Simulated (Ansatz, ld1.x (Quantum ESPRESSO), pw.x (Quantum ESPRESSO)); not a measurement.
# What a changed setting does to a pw.x run (diamond V)

Potential: PAW, ld1.x (Quantum ESPRESSO) 7.5, PBE; core [Ne], reference 3s2 3p6 3d3 4s2 4p0; waves: 3s (bound): rcut 1.25, rcutus 1.35 bohr; 4s (bound): rcut 1.25, rcutus 1.35 bohr; 3p (bound): rcut 1.40, rcutus 1.55 bohr; 4p (bound, empty): rcut 1.40, rcutus 1.55 bohr; 3d (bound): rcut 1.75, rcutus 2.25 bohr; 3d channel at 0.15 Ry: rcut 1.75, rcutus 2.25 bohr; local part: all-electron potential smoothed inside 1.90 bohr (lloc = -1); core correction: a·sin(br)/r model core inside 1.00 bohr; augmentation: BESSEL, radius 1.05 bohr.

The reference run (k-mesh 9³, cutoffs 75/600 Ry, Fermi–Dirac 0.01 Ry, mixing_beta 0.4, conv_thr 1e-9, no spin) gives 0.23 GPa at 18.899 Å³/atom, where all-electron LAPW gives -0.00 GPa. This run, with its own iteration cap, changes startingwfc to atomic.

```
&control
  calculation='scf', prefix='x', pseudo_dir='./', outdir='./tmp', tstress=.true., disk_io='none'
/
&system
  ibrav=0, nat=2, ntyp=1, ecutwfc=75, ecutrho=600, nbnd=22,
  occupations='smearing', smearing='fd', degauss=0.01
/
&electrons
  conv_thr=1e-09, mixing_beta=0.4, electron_maxstep=50, startingwfc='atomic'
/
ATOMIC_SPECIES
V 1.0 V.UPF
CELL_PARAMETERS angstrom
  0.00000000 2.66366503 2.66366503
  2.66366503 0.00000000 2.66366503
  2.66366503 2.66366503 0.00000000
ATOMIC_POSITIONS crystal
V 0.0000 0.0000 0.0000
V 0.2500 0.2500 0.2500
K_POINTS automatic
9 9 9 0 0 0
```

```bash
pw.x < V.scf.in > V.scf.out
```

**Question.** How does the run end?

**Answer.** It converges in 14 iterations; the free energy moves by +0.0 meV/atom and the pressure by +0.00 GPa. The result is that of the reference run.

```
Message from routine setup:
     using ibrav=0 with symmetry is DISCOURAGED, use correct ibrav instead
     lattice parameter (alat)  =       7.1186  a.u.
     unit-cell volume          =     255.0735 (a.u.)^3
     number of electrons       =        26.00
     number of Kohn-Sham states=           22
     kinetic-energy cutoff     =      75.0000  Ry
     charge density cutoff     =     600.0000  Ry
     scf convergence threshold =      1.0E-09
     Exchange-correlation= SLA  PW   PBX  PBC
     number of k points=    35  Fermi-Dirac smearing, width (Ry)=  0.0100
     iteration #  1     ecut=    75.00 Ry     beta= 0.40
     total energy              =    -427.70526619 Ry
     estimated scf accuracy    <       0.20003334 Ry
     iteration #  2     ecut=    75.00 Ry     beta= 0.40
     total energy              =    -427.71978380 Ry
     estimated scf accuracy    <       0.01605832 Ry
     iteration #  3     ecut=    75.00 Ry     beta= 0.40
     total energy              =    -427.72446940 Ry
     estimated scf accuracy    <       0.01349683 Ry
     [... 8 iterations left out ...]
     iteration # 12     ecut=    75.00 Ry     beta= 0.40
     total energy              =    -427.72495251 Ry
     estimated scf accuracy    <       0.00000012 Ry
     iteration # 13     ecut=    75.00 Ry     beta= 0.40
     total energy              =    -427.72495251 Ry
     estimated scf accuracy    <          2.6E-09 Ry
     iteration # 14     ecut=    75.00 Ry     beta= 0.40
     the Fermi energy is    10.3659 ev
!    total energy              =    -427.72495252 Ry
     estimated scf accuracy    <          7.8E-10 Ry
     smearing contrib. (-TS)   =      -0.02339558 Ry
     The total energy is F=E-TS. E is the sum of the following terms:
     one-electron contribution =    -149.09973889 Ry
     hartree contribution      =     100.99316534 Ry
     xc contribution           =     -36.74138557 Ry
     ewald contribution        =    -180.85849903 Ry
     one-center paw contrib.   =    -161.99509879 Ry
     convergence has been achieved in  14 iterations
          total   stress  (Ry/bohr**3)                   (kbar)     P=        2.28
     Message from routine punch:
     Nothing written, as per user request (disk_io='none')
```

The run took about 55 s on one core of a shared host (AMD EPYC 7R43 64-Core Processor, 256 threads, 1004 GiB, load 100).
